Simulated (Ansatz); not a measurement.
Input and output of a band-structure calculation on SnO₂ built on the fluorite prototype (Ansatz, PBE). The geometry is the r2SCAN minimum.

input.yaml:
```yaml
crystal:
  lattice:
    - [0.0, 2.5334667554, 2.5334667554]
    - [2.5334667554, 0.0, 2.5334667554]
    - [2.5334667554, 2.5334667554, 0.0]
  atoms:
    - { symbol: Sn, position: [0.0, 0.0, 0.0] }
    - { symbol: O, position: [0.25, 0.25, 0.25] }
    - { symbol: O, position: [0.75, 0.75, 0.75] }
kpoints:
  mp_grid: { grid: [8, 8, 8] }
  band_path:
    path:
      - [[0.0, 0.0, 0.0], [0.5, 1.231875399002e-34, 0.5], [0.625, 0.25, 0.625]]
      - [[0.375, 0.375, 0.75], [0.0, 0.0, 0.0], [0.5, 0.5, 0.5], [0.5, 0.25, 0.75], [0.5, 1.231875399002e-34, 0.5]]
    npoints: 10
hamiltonian:
  xc: pbe
scf:
  occupations: { method: fermi_dirac, width: 0.02 }
  n_extra_bands: 4
output:
  forces: true
  stress: true
  eigenvalues: true
```

Command: `ansatz run input.yaml --threads 2 --pin off --max-ram 2211MiB --backend cpu --events-out ev --progress --plain --runs-dir out`. Wall time 1 s on 2 threads of Arm Neoverse V1, on a shared host; peak host memory 0.28 GiB.

Q: What will the output look like, and what does it show?

A: The output, standing remarks left out:
```
scf.n_extra_bands = 4 over 13 filled bands (N_el = 26.0): the run solves 17 bands
Functional definition: PBE
Crystal: 3 atoms, lattice volume = 32.522 Å³
Basis set: ecut = 420 eV, 609 PW (Γ)
Symmetry: 48 space group operations
Space group: Fm-3m (ITA 225)
k-points: 29 of 512
SCF 1 converged in 6 iterations: F = -7158.186477 eV  dr2 = 1.86e-9
Free energy (F): -7158.186477 eV
Fermi energy:    11.935673 eV
--- Stress (GPa, compression-positive) ---
        9.299357       0.000000       0.000000
        0.000000       9.299357       0.000000
        0.000000       0.000000       9.299357
  P = ⅓ Tr σ = 9.2994 GPa (92.994 kbar)
--- Band table (eV; the first three rows and the last of 29) ---
  k-point 0: bands = […, 8.8425, 8.8425, 8.8425, 10.3753, 10.3753, 10.3753, 12.0591, 18.9229, 18.9229, 18.9229]
  k-point 1: bands = […, 8.2730, 8.7592, 8.7592, 9.4803, 10.2649, 10.2649, 13.3839, 18.7891, 19.3151, 19.3151]
  k-point 2: bands = […, 7.0372, 8.5744, 8.5744, 8.6823, 10.0037, 10.0037, 15.1024, 18.9100, 20.3502, 20.3502]
  k-point 28: bands = […, 3.5982, 5.6804, 8.5999, 8.5999, 11.4536, 11.7722, 16.2882, 20.9877, 21.5729, 21.5729]
```
Iteration counts and the last digits belong to this one run.

The rows of the band table are 0: (0, 0, 0) = Γ, 1: (0, 0, 1/8), 2: (0, 0, 1/4), 28: (1/4, -1/2, -1/4) = W.

Levels along the path, in eV from the valence top (v1 is the last filled band, c1 the first empty one):
```tsv
point	distance (1/Å)	v2	v1	c1	c2
Γ	0.00	-1.40	-1.40	0.29	7.15
·	0.62	-0.73	-0.73	3.07	5.75
X	1.24	-0.20	-0.12	3.31	7.27
·	1.46	-0.34	-0.12	3.62	7.73
U	1.68	-0.72	-0.17	4.26	8.78
K	1.68	-0.72	-0.17	4.26	8.78
·	2.20	-1.98	-0.55	4.19	7.61
·	2.86	-1.47	-1.34	0.73	7.08
Γ	2.99	-1.40	-1.40	0.29	7.15
·	3.42	-1.65	-1.65	2.68	7.02
·	3.96	-2.12	-2.12	4.85	8.00
L	4.07	-2.13	-2.13	4.92	8.06
·	4.42	-1.25	-1.19	4.77	8.35
·	4.86	-0.34	-0.04	4.52	9.12
W	4.94	-0.32	0.00	4.52	9.22
·	5.19	-0.29	-0.03	4.06	8.43
·	5.50	-0.21	-0.11	3.34	7.31
X	5.56	-0.20	-0.12	3.31	7.27
```

PBE gives an indirect gap of 0.29 eV, from W to Γ; the least direct gap is 1.68 eV at Γ. Edges are sought over the mesh and the listed points. At this geometry PBE finds +9.30 GPa, compression counted positive: its own equilibrium volume is larger.

Spin-unpolarised throughout. Whether this structure exists isn't addressed.

No spin-orbit coupling is included; it can move band edges with weight on the heavy atoms by tenths of an eV.
